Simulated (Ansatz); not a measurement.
# HfO2: band gap under strain

Aim: follow the gap of HfO2 built on the fluorite prototype through these states: no strain; -4.0 % biaxial strain in the (111) plane, free along [111]; -3.0 % biaxial strain in the (111) plane, free along [111]. The table at the end shows which levels were run.

Program: Ansatz 0.2.0. PAW datasets, plane waves. No spin polarisation and no zero-point or thermal motion.

## 1. The system as given

The unstrained cell was relaxed with r2SCAN; in each strained cell the atoms were relaxed again with r2SCAN. Names of k-points are those of the unstrained zone, where strain can split equivalent points. First state: no strain.

The symmetry is Fm-3m (No. 225, cubic); conventional cell a = 5.058 Å, 10.79 Å³ an atom. Hf has 8 O at 2.19 Å; O has 4 Hf at 2.19 Å.

Coordinates:

```cif
data_structure
_symmetry_space_group_name_H-M 'Fm-3m'
_symmetry_Int_Tables_number 225
_cell_length_a 5.0584
_cell_length_b 5.0584
_cell_length_c 5.0584
_cell_angle_alpha 90.000
_cell_angle_beta 90.000
_cell_angle_gamma 90.000
_cell_volume 129.43
loop_
_atom_site_label
_atom_site_type_symbol
_atom_site_symmetry_multiplicity
_atom_site_Wyckoff_symbol
_atom_site_fract_x
_atom_site_fract_y
_atom_site_fract_z
_atom_site_occupancy
Hf1 Hf 4 a 0.00000 0.00000 0.00000 1
O1 O 8 c 0.25000 0.75000 0.75000 1
```

## 2. No strain: PBE

input.yaml reads:

```yaml
crystal:
  lattice:
    - [0.0, 2.5291823193, 2.5291823193]
    - [2.5291823193, 0.0, 2.5291823193]
    - [2.5291823193, 2.5291823193, 0.0]
  atoms:
    - { symbol: Hf, position: [0.0, 0.0, 0.0] }
    - { symbol: O, position: [0.25, 0.25, 0.25] }
    - { symbol: O, position: [0.75, 0.75, 0.75] }
kpoints:
  mp_grid: { grid: [8, 8, 8] }
  band_path:
    path:
      - [0.0, 0.0, 0.0]
      - [0.5, 0.0, 0.5]
      - [0.625, 0.25, 0.625]
      - [0.375, 0.375, 0.75]
      - [0.5, 0.5, 0.5]
      - [0.5, 0.25, 0.75]
      - [0.0, 0.5, 0.5]
    npoints: 1
hamiltonian:
  xc: pbe
scf:
  occupations: { method: fermi_dirac, width: 0.02 }
  n_extra_bands: 4
output:
  forces: true
  stress: true
  eigenvalues: true
```

Launch:

```sh
> ansatz run input.yaml --threads 2 --pin off --max-ram 29491MiB --backend cpu --events-out ev --progress --plain --runs-dir out
```

After this run come: No strain: r2SCAN; No strain: HSE06; No strain: r2SCAN+SOC; No strain: r2SCAN; No strain: G0W0@PBE; -4.0 % biaxial strain in the (111) plane, free along [111]: PBE; -4.0 % biaxial strain in the (111) plane, free along [111]: r2SCAN; -4.0 % biaxial strain in the (111) plane, free along [111]: HSE06; -4.0 % biaxial strain in the (111) plane, free along [111]: r2SCAN+SOC; -4.0 % biaxial strain in the (111) plane, free along [111]: r2SCAN; -4.0 % biaxial strain in the (111) plane, free along [111]: G0W0@PBE; -3.0 % biaxial strain in the (111) plane, free along [111]: PBE; -3.0 % biaxial strain in the (111) plane, free along [111]: r2SCAN; -3.0 % biaxial strain in the (111) plane, free along [111]: HSE06; -3.0 % biaxial strain in the (111) plane, free along [111]: r2SCAN+SOC; -3.0 % biaxial strain in the (111) plane, free along [111]: r2SCAN; -3.0 % biaxial strain in the (111) plane, free along [111]: G0W0@PBE.

**Question.** What will these runs give?

As calculated:

Least gap in eV (negative: overlap), with the change from the unstrained cell in brackets. G0W0 is on its own coarse mesh.

| state | volume change (%) | PBE | r2SCAN | HSE06 | G0W0 |
| --- | --- | --- | --- | --- | --- |
| no strain | +0.0 | 3.80 | 4.30 | 5.41 | 5.17 |
| -4.0 % biaxial strain in the (111) plane, free along [111] | -2.9 | 3.91 (+0.11) | 4.42 (+0.12) | 5.53 (+0.12) | 5.30 (+0.13) |
| -3.0 % biaxial strain in the (111) plane, free along [111] | -2.2 | 3.88 (+0.08) | 4.39 (+0.09) | 5.50 (+0.09) | 5.26 (+0.09) |

What this shows: With HSE06, of the states in the table -4.0 % biaxial strain in the (111) plane, free along [111] shifts the gap most, by +0.118 eV. PBE and HSE06 differ by 1.61 eV on the unstrained gap, and by at most 0.01 eV on its change: the two disagree on the size of the gap but agree on its response to strain. In PBE the gap turns indirect under -4.0 % biaxial strain in the (111) plane, free along [111]. Spin-orbit coupling is left out of the table, though the cell holds Hf (Z = 72); in an element this heavy it can shift bands and gaps by tenths of an eV. G0W0 values are finite-basis, finite-mesh values.
